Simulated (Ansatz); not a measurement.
Set up this calculation in Ansatz 0.2.0, as the native input.

```yaml
Task: relaxation of cell and atoms
Functional: PBEsol
Dispersion: D4
Potentials_or_basis: Ansatz PAW
Cutoff: "420 eV (not typed: the program's choice for these potentials)"
k_mesh: 7 × 7 × 4
Occupations: fermi-dirac, width 0.05 eV
Spin: no spin polarisation
```

The system is Si2W.

```
W Si
1.0
     4.61685    0.00000    0.00000
    -2.30843    3.99831    0.00000
     0.00000    0.00000    6.65322
W Si
3 6
Direct
  0.50000 0.00000 0.50000
  0.50000 0.50000 0.83333
  0.00000 0.50000 0.16667
  0.32725 0.16363 0.16667
  0.83637 0.16363 0.83333
  0.16363 0.32725 0.50000
  0.67275 0.83637 0.16667
  0.16363 0.83637 0.83333
  0.83637 0.67275 0.50000
```

Measurements of this composition are mostly on another form, of space group No. 139.

One way to write it, as run:

input.yaml

```yaml
crystal:
  lattice:
    - [4.6168523821, 0.0, 0.0]
    - [-2.3084261911, 3.9983114484, 0.0]
    - [0.0, 0.0, 6.653222]
  atoms:
    - { symbol: W, position: [0.5, 0.0, 0.5] }
    - { symbol: W, position: [0.5, 0.5, 0.8333333333] }
    - { symbol: W, position: [0.0, 0.5, 0.1666666667] }
    - { symbol: Si, position: [0.327252, 0.163626, 0.1666666667] }
    - { symbol: Si, position: [0.836374, 0.163626, 0.8333333333] }
    - { symbol: Si, position: [0.163626, 0.327252, 0.5] }
    - { symbol: Si, position: [0.672748, 0.836374, 0.1666666667] }
    - { symbol: Si, position: [0.163626, 0.836374, 0.8333333333] }
    - { symbol: Si, position: [0.836374, 0.672748, 0.5] }
hamiltonian:
  xc: pbesol
  pseudopotentials: { kind: paw }
  dispersion: d4
kpoints:
  mp_grid: { grid: [7, 7, 4] }
scf:
  occupations: { method: fermi_dirac, width: 0.05 }
output:
  forces: true
  stress: true
  eigenvalues: true
relax:
  f_tol: 0.01
  max_steps: 40
  cell: { stress_tol: 0.05 }
```

Potentials or basis: Ansatz PAW.

Command:

```sh
$ ansatz run input.yaml --threads 4 --pin off --max-ram 11264MiB --backend cpu --events-out ev --progress --plain --runs-dir out
```

It gave:

* Relaxed volume: 13.10 Å³/atom
* Relaxed cell: a = 4.552 Å, b = 4.552 Å, c = 6.572 Å, α = 90.00°, β = 90.00°, γ = 120.00°
* Space group after relaxing (to 0.05 Å): P6_222 (No. 180)
* Energy gained by relaxing: 16.0 meV/atom
* Ionic steps: 5
* Pressure after relaxing: 0.0 GPa
* Largest force after relaxing: 0.003 eV/Å
* Band gap on the k mesh: 0.23 eV, indirect (least direct gap 0.74 eV)

Caveat: odd divisions of the mesh miss points on the zone boundary, where band edges often lie, so the gap on the mesh can be too wide; the plane-wave basis is chosen anew once the cell has moved, so the energies of steps on either side of that aren't comparable; spin-orbit coupling is left out, which moves the levels of the heavy elements; the PAW data sets come from PBE, with cores solved anew for the run's functional, which leaves a small shift of forces and pressure.

Run time: 25 s on 4 threads of Arm Neoverse V1, with other jobs on the host, peak memory 0.46 GiB.
